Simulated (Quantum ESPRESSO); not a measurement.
# MoS2 (P-3m1) in Quantum ESPRESSO: single point with PBE

Aim: the single point of MoS2 with PBE.

All numbers are computed with Quantum ESPRESSO 7.5; they aren't measurements. Logs are shortened: lines on timing, memory, paths and dates and some standing lists are left out, and cuts for length are marked.

### Step 1. The crystal as given

Symmetry: P-3m1, No. 164, trigonal system. The conventional cell has a = 3.227 Å, b = 3.227 Å, c = 6.312 Å, α = 90.00°, β = 90.00°, γ = 120.00°. Around Mo (site symmetry -3m) lie 6 S at 2.42 Å. S (site symmetry 3m) is surrounded by 3 Mo at 2.42 Å.

Measurements of this composition are mostly on another form, of space group No. 194.

### Step 2. Single point, PBE

Input file run.py:

```python
import numpy as np
from ase.calculators.espresso import Espresso, EspressoProfile
from ase import Atoms

atoms = Atoms(['Mo', 'S', 'S'],
              cell=[[3.2274645616, 0.0, 0.0], [-1.6137322808, 2.7950663001, 0.0], [0.0, 0.0, 6.31247342]],
              scaled_positions=[[0.0, 0.0, 0.5], [0.6666666667, 0.3333333333, 0.74468068], [0.3333333333, 0.6666666667, 0.25531932]],
              pbc=True)

input_data = {
    'control': {'calculation': 'scf', 'prefix': 'pwscf', 'outdir': './tmp', 'tprnfor': True, 'tstress': True, 'disk_io': 'nowf'},
    'system': {'ecutwfc': 60.0, 'ecutrho': 440.0, 'nbnd': 20, 'occupations': 'smearing', 'smearing': 'fd', 'degauss': 0.00367493},
    'electrons': {'conv_thr': 6e-10, 'electron_maxstep': 120, 'mixing_beta': 0.5},
}
pseudopotentials = {'S': 's_pbe_v1.4.uspp.F.UPF', 'Mo': 'Mo_ONCV_PBE-1.0.oncvpsp.upf'}
profile = EspressoProfile(command='pw.x', pseudo_dir='pseudo')
dft = Espresso(profile=profile, input_data=input_data, pseudopotentials=pseudopotentials, kpts=(9, 9, 4), koffset=(0, 0, 0))
atoms.calc = dft

print(f'energy {atoms.get_potential_energy():.8f} eV')
print('forces (eV/A)')
print(np.round(atoms.get_forces(), 6))
print('stress (eV/A^3, Voigt)')
print(np.round(atoms.get_stress(), 8))
print(f'Fermi level {dft.get_fermi_level():.4f} eV')
```

Potentials or basis: SSSP 1.3 efficiency PBE.

Launch:

```bash
OMP_NUM_THREADS=1 python run.py
```

Output:

```text
energy -2523.52696586 eV
forces (eV/A)
[[ 0.        0.        0.      ]
 [ 0.        0.        0.290771]
 [ 0.       -0.       -0.290771]]
stress (eV/A^3, Voigt)
[-0.00029932 -0.00029932 -0.01884519 -0.         -0.         -0.        ]
Fermi level 10.1696 eV
```

espresso.pwi:

```text
&CONTROL
   calculation      = 'scf'
   tstress          = .true.
   tprnfor          = .true.
   outdir           = './tmp'
   prefix           = 'pwscf'
   disk_io          = 'nowf'
   pseudo_dir       = 'pseudo'
/
&SYSTEM
   nbnd             = 20
   ecutwfc          = 60.0
   ecutrho          = 440.0
   occupations      = 'smearing'
   degauss          = 0.00367493
   smearing         = 'fd'
   ntyp             = 2
   nat              = 3
   ibrav            = 0
/
&ELECTRONS
   electron_maxstep = 120
   conv_thr         = 6e-10
   mixing_beta      = 0.5
/
&IONS
/
&CELL
/
&FCP
/
&RISM
/
ATOMIC_SPECIES
Mo 95.95 Mo_ONCV_PBE-1.0.oncvpsp.upf
S 32.06 s_pbe_v1.4.uspp.F.UPF

K_POINTS automatic
9 9 4  0 0 0

CELL_PARAMETERS angstrom
3.22746456160000 0.00000000000000 0.00000000000000
-1.61373228080000 2.79506630010000 0.00000000000000
0.00000000000000 0.00000000000000 6.31247342000000

ATOMIC_POSITIONS angstrom
Mo 0.0000000000 0.0000000000 3.1562367100  
S 1.6137322810 0.9316887666 4.7007769989  
S -0.0000000002 1.8633775335 1.6116964211
```

espresso.pwo:

```text
This program is part of the open-source Quantum ESPRESSO suite
     for quantum simulation of materials; please cite
         "P. Giannozzi et al., J. Phys.:Condens. Matter 21 395502 (2009);
         "P. Giannozzi et al., J. Phys.:Condens. Matter 29 465901 (2017);
         "P. Giannozzi et al., J. Chem. Phys. 152 154105 (2020);
     in publications or presentations arising from this work. More details at

Warning: card &CELL ignored
Warning: card &FCP ignored
Warning: card &RISM ignored

     Message from routine setup:
     using ibrav=0 with symmetry is DISCOURAGED, use correct ibrav instead

     G-vector sticks info
     --------------------
     sticks:   dense  smooth     PW     G-vecs:    dense   smooth      PW
     Sum        1135     613    187                59869    24023    3963

     Using Slab Decomposition

     bravais-lattice index     =            0
     lattice parameter (alat)  =       6.0990  a.u.
     unit-cell volume          =     384.2818 (a.u.)^3
     number of atoms/cell      =            3
     number of atomic types    =            2
     number of electrons       =        26.00
     number of Kohn-Sham states=           20
     kinetic-energy cutoff     =      60.0000  Ry
     charge density cutoff     =     440.0000  Ry
     scf convergence threshold =      6.0E-10
     mixing beta               =       0.5000
     number of iterations used =            8  plain     mixing
     Exchange-correlation=  SLA  PW   PBX  PBC
                           (   1   4   3   4   0   0   0)

     celldm(1)=   6.099024  celldm(2)=   0.000000  celldm(3)=   0.000000
     celldm(4)=   0.000000  celldm(5)=   0.000000  celldm(6)=   0.000000

     crystal axes: (cart. coord. in units of alat)
               a(1) = (   1.000000   0.000000   0.000000 )
               a(2) = (  -0.500000   0.866025   0.000000 )
               a(3) = (   0.000000   0.000000   1.955861 )

     reciprocal axes: (cart. coord. in units 2 pi/alat)
               b(1) = (  1.000000  0.577350 -0.000000 )
               b(2) = (  0.000000  1.154701  0.000000 )
               b(3) = (  0.000000 -0.000000  0.511284 )

     PseudoPot. # 1 for Mo read from file:
     Mo_ONCV_PBE-1.0.oncvpsp.upf
     Pseudo is Norm-conserving, Zval = 14.0
     Generated using ONCVPSP code by D. R. Hamann
     Using radial grid of 1526 points,  6 beta functions with:
                l(1) =   0
                l(2) =   0
                l(3) =   1
                l(4) =   1
                l(5) =   2
                l(6) =   2

     PseudoPot. # 2 for S  read from file:
     s_pbe_v1.4.uspp.F.UPF
     Pseudo is Ultrasoft + core correction, Zval =  6.0
     Generated by new atomic code, or converted to UPF format
     Using radial grid of  907 points,  6 beta functions with:
                l(1) =   0
                l(2) =   0
                l(3) =   1
                l(4) =   1
                l(5) =   2
                l(6) =   2
     Q(r) pseudized with  8 coefficients,  rinner =    1.300   1.300   1.300
                                                       1.300   1.300

     atomic species   valence    mass     pseudopotential
     Mo               14.00    95.95000     Mo( 1.00)
     S                 6.00    32.06000     S ( 1.00)

     12 Sym. Ops., with inversion, found

   Cartesian axes

     site n.     atom                  positions (alat units)
         1        Mo     tau(   1) = (   0.0000000   0.0000000   0.9779307  )
         2        S      tau(   2) = (   0.5000000   0.2886751   1.4564922  )
         3        S      tau(   3) = (  -0.0000000   0.5773503   0.4993692  )

     number of k points=    43  Fermi-Dirac smearing, width (Ry)=  0.0037
                       cart. coord. in units 2pi/alat
        k(    1) = (   0.0000000   0.0000000   0.0000000), wk =   0.0061728
        k(    2) = (   0.0000000   0.0000000   0.1278209), wk =   0.0123457
        k(    3) = (   0.0000000   0.0000000  -0.2556418), wk =   0.0061728
        k(    4) = (   0.0000000   0.1283001   0.0000000), wk =   0.0370370
        k(    5) = (   0.0000000   0.1283001   0.1278209), wk =   0.0370370
        k(    6) = (   0.0000000   0.1283001  -0.2556418), wk =   0.0370370
[... 35 lines left out ...]
        k(   42) = (  -0.1111111   0.4490502  -0.1278209), wk =   0.0740741
        k(   43) = (  -0.2222222   0.5132002  -0.1278209), wk =   0.0740741

     Dense  grid:    59869 G-vectors     FFT dimensions: (  45,  45,  80)

     Smooth grid:    24023 G-vectors     FFT dimensions: (  32,  32,  60)

     Initial potential from superposition of free atoms

     starting charge      25.9989, renormalised to      26.0000
     Starting wfcs are   18 randomized atomic wfcs +    2 random wfcs

     Self-consistent Calculation

     iteration #  1     ecut=    60.00 Ry     beta= 0.50
     Davidson diagonalization with overlap
     ethr =  1.00E-02,  avg # of iterations =  4.7

     Threshold (ethr) on eigenvalues was too large:
     Diagonalizing with lowered threshold

     Davidson diagonalization with overlap
     ethr =  2.95E-04,  avg # of iterations =  2.4

     total energy              =    -185.45846681 Ry
     estimated scf accuracy    <       0.08472430 Ry

     iteration #  2     ecut=    60.00 Ry     beta= 0.50
     Davidson diagonalization with overlap
     ethr =  3.26E-04,  avg # of iterations =  2.7

     total energy              =    -185.46290685 Ry
     estimated scf accuracy    <       0.03943741 Ry

     iteration #  3     ecut=    60.00 Ry     beta= 0.50
     Davidson diagonalization with overlap
     ethr =  1.52E-04,  avg # of iterations =  2.0

     total energy              =    -185.46880314 Ry
     estimated scf accuracy    <       0.05612074 Ry

     iteration #  4     ecut=    60.00 Ry     beta= 0.50
     Davidson diagonalization with overlap
     ethr =  1.52E-04,  avg # of iterations =  1.0

     total energy              =    -185.47571785 Ry
     estimated scf accuracy    <       0.00070802 Ry

     iteration #  5     ecut=    60.00 Ry     beta= 0.50
     Davidson diagonalization with overlap
     ethr =  2.72E-06,  avg # of iterations =  6.0

     total energy              =    -185.47581385 Ry
     estimated scf accuracy    <       0.00005007 Ry

     iteration #  6     ecut=    60.00 Ry     beta= 0.50
     Davidson diagonalization with overlap
     ethr =  1.93E-07,  avg # of iterations =  2.4

     total energy              =    -185.47582611 Ry
     estimated scf accuracy    <       0.00000201 Ry

     iteration #  7     ecut=    60.00 Ry     beta= 0.50
     Davidson diagonalization with overlap
     ethr =  7.74E-09,  avg # of iterations =  4.0

     total energy              =    -185.47582717 Ry
     estimated scf accuracy    <       0.00000010 Ry

     iteration #  8     ecut=    60.00 Ry     beta= 0.50
     Davidson diagonalization with overlap
     ethr =  3.92E-10,  avg # of iterations =  2.7

     total energy              =    -185.47582719 Ry
     estimated scf accuracy    <          8.0E-09 Ry

     iteration #  9     ecut=    60.00 Ry     beta= 0.50
     Davidson diagonalization with overlap
     ethr =  3.09E-11,  avg # of iterations =  3.3

     total energy              =    -185.47582720 Ry
     estimated scf accuracy    <          2.5E-09 Ry

     iteration # 10     ecut=    60.00 Ry     beta= 0.50
     Davidson diagonalization with overlap
     ethr =  9.54E-12,  avg # of iterations =  2.0

     End of self-consistent calculation

          k = 0.0000 0.0000 0.0000 (  3023 PWs)   bands (ev):

   -51.6132 -25.6476 -25.6263 -25.6263  -4.6669  -3.2249   3.5077   6.1303
     6.1303   8.3393   9.1212   9.2188   9.2188   9.8540   9.8540  13.3534
    13.3534  16.2443  16.3876  20.3446

          k = 0.0000 0.0000 0.1278 (  2999 PWs)   bands (ev):

   -51.6132 -25.6476 -25.6263 -25.6263  -4.5861  -3.3615   3.8419   6.1349
     6.1349   7.3603   9.2157   9.2157   9.7796   9.8199   9.8199  13.4309
    13.4309  16.1418  17.0784  19.7955

          k = 0.0000 0.0000-0.2556 (  3006 PWs)   bands (ev):

   -51.6132 -25.6477 -25.6263 -25.6263  -4.4859  -3.5155   4.2855   6.1395
     6.1395   6.6021   9.2127   9.2127   9.7867   9.7867  10.1026  13.5091
    13.5091  16.2116  17.8300  19.2142

          k = 0.0000 0.1283 0.0000 (  3037 PWs)   bands (ev):

   -51.6096 -25.6651 -25.6400 -25.6352  -4.4828  -3.1872   3.7445   5.7214
     6.2308   8.1044   8.6232   8.6326   9.1127  10.1618  10.4090  12.9461
    13.2896  16.9867  17.1080  19.2189

          k = 0.0000 0.1283 0.1278 (  3026 PWs)   bands (ev):

   -51.6096 -25.6651 -25.6400 -25.6352  -4.4019  -3.3159   4.0705   5.6114
     6.2409   7.7285   8.2237   8.6045   9.4507  10.3782  10.4462  12.8830
    13.4179  16.8943  17.7055  19.3793

          k = 0.0000 0.1283-0.2556 (  3026 PWs)   bands (ev):

   -51.6096 -25.6651 -25.6400 -25.6352  -4.3031  -3.4592   4.5133   5.4008
     6.2377   7.2631   8.1378   8.6059   9.5572  10.3951  10.7140  12.9071
    13.3853  16.9379  18.3398  19.0003

          k = 0.0000 0.2566 0.0000 (  3043 PWs)   bands (ev):

   -51.6003 -25.7620 -25.6576 -25.6206  -3.9816  -3.0834   4.3445   5.1841
     6.3672   6.3682   8.1507   8.4528   8.8590  10.5334  10.8313  13.0190
    13.3459  17.6309  17.8759  18.7760

          k = 0.0000 0.2566 0.1278 (  3039 PWs)   bands (ev):

   -51.6003 -25.7620 -25.6576 -25.6206  -3.8943  -3.2019   4.7099   4.9638
     6.3764   6.4151   7.9189   8.1228   9.1152  10.6241  10.8323  12.9533
    13.4181  17.7826  17.9811  18.9634
[... 163 lines left out ...]
          k = 0.3333 0.5774-0.2556 (  3012 PWs)   bands (ev):

   -51.5779 -25.8515 -25.8515 -25.5741  -2.5961  -2.5961   4.6220   4.6220
     4.9795   6.3550   6.3550   6.3985  10.5378  10.5378  10.8097  13.7749
    13.7749  17.8884  17.8884  18.2760

          k = 0.0000 0.1283-0.1278 (  3026 PWs)   bands (ev):

   -51.6096 -25.6651 -25.6400 -25.6352  -4.4047  -3.3111   4.0458   5.6461
     6.2277   7.7443   8.1488   8.6338   9.4905  10.4271  10.4481  12.9695
    13.2566  16.8702  17.7326  18.9769

          k = 0.0000 0.2566-0.1278 (  3039 PWs)   bands (ev):

   -51.6003 -25.7620 -25.6576 -25.6206  -3.9246  -3.1585   4.3563   5.3324
     6.2782   6.3482   8.1316   8.1823   9.0079  10.8890  10.9973  12.5942
    13.2047  17.4470  17.6475  18.6232

          k = 0.0000 0.3849-0.1278 (  3019 PWs)   bands (ev):

   -51.5897 -25.8704 -25.6829 -25.5985  -3.4021  -2.8488   4.2375   4.7388
     5.8187   6.2286   7.8575   8.2613   8.3625  11.0001  11.5254  13.1129
    13.4048  16.1902  16.7418  19.4900

          k = 0.0000 0.5132-0.1278 (  3007 PWs)   bands (ev):

   -51.5828 -25.9402 -25.6993 -25.5840  -3.1653  -2.4380   3.4831   4.7441
     5.7574   6.0645   7.4670   8.2652   8.4574  11.0745  11.8929  13.5834
    13.8846  15.4639  16.3684  18.1470

          k =-0.1111 0.3208-0.1278 (  3022 PWs)   bands (ev):

   -51.5932 -25.8239 -25.6864 -25.6057  -3.5215  -3.0273   4.4727   5.2997
     5.5277   6.3731   7.2613   8.1709   9.1712  10.6492  11.4356  12.5504
    13.4946  17.2309  17.9338  19.0265

          k =-0.1111 0.4491-0.1278 (  3010 PWs)   bands (ev):

   -51.5844 -25.9054 -25.7147 -25.5875  -3.1500  -2.6333   4.0062   4.5937
     5.8830   6.1045   7.2190   7.5879   9.1616  10.9494  11.7338  12.7912
    13.9096  16.3004  17.1807  18.7851

          k =-0.2222 0.5132-0.1278 (  3006 PWs)   bands (ev):

   -51.5798 -25.8998 -25.7797 -25.5778  -2.8423  -2.5163   4.0835   4.6621
     5.6854   6.0882   6.2867   7.0938   9.9145  10.9285  11.4665  12.7059
    14.0462  16.8714  17.7953  18.1523

     the Fermi energy is    10.1696 ev

!    total energy              =    -185.47582720 Ry
     estimated scf accuracy    <          1.8E-11 Ry
     smearing contrib. (-TS)   =      -0.00064937 Ry
     internal energy E=F+TS    =    -185.47517782 Ry

     The total energy is F=E-TS. E is the sum of the following terms:
     one-electron contribution =     -97.16449805 Ry
     hartree contribution      =      58.38681782 Ry
     xc contribution           =     -32.53342027 Ry
     ewald contribution        =    -114.16407733 Ry

     convergence has been achieved in  10 iterations

     Forces acting on atoms (cartesian axes, Ry/au):

     atom    1 type  1   force =     0.00000000    0.00000000    0.00000000
     atom    2 type  2   force =     0.00000000    0.00000000    0.01130918
     atom    3 type  2   force =     0.00000000   -0.00000000   -0.01130918

     Total force =     0.015994     Total SCF correction =     0.000004

     Computing stress (Cartesian axis) and pressure

          total   stress  (Ry/bohr**3)                   (kbar)     P=       10.38
   0.00000326   0.00000000   0.00000000            0.48        0.00        0.00
   0.00000000   0.00000326   0.00000000            0.00        0.48        0.00
   0.00000000   0.00000000   0.00020525            0.00        0.00       30.19

=------------------------------------------------------------------------------=
   JOB DONE.
=------------------------------------------------------------------------------=
```

It took 42 s on 1 thread of Arm Neoverse V2, shared host; peak memory 0.28 GiB.

Results:

```yaml
Free_energy: -2523.5272 eV
Pressure: 1.0 GPa
Largest_force: 0.291 eV/Å
Band_gap_on_the_k_mesh: none (metal or under the smearing width)
```

Forces in eV/Å, atoms in the order of the input:
```
Mo   0.000  0.000  0.000
S    0.000  0.000  0.291
S    0.000  0.000 -0.291
```

Caveat: this functional lacks dispersion, which binds the layers, so the pressure and a relaxed spacing across them are unreliable.
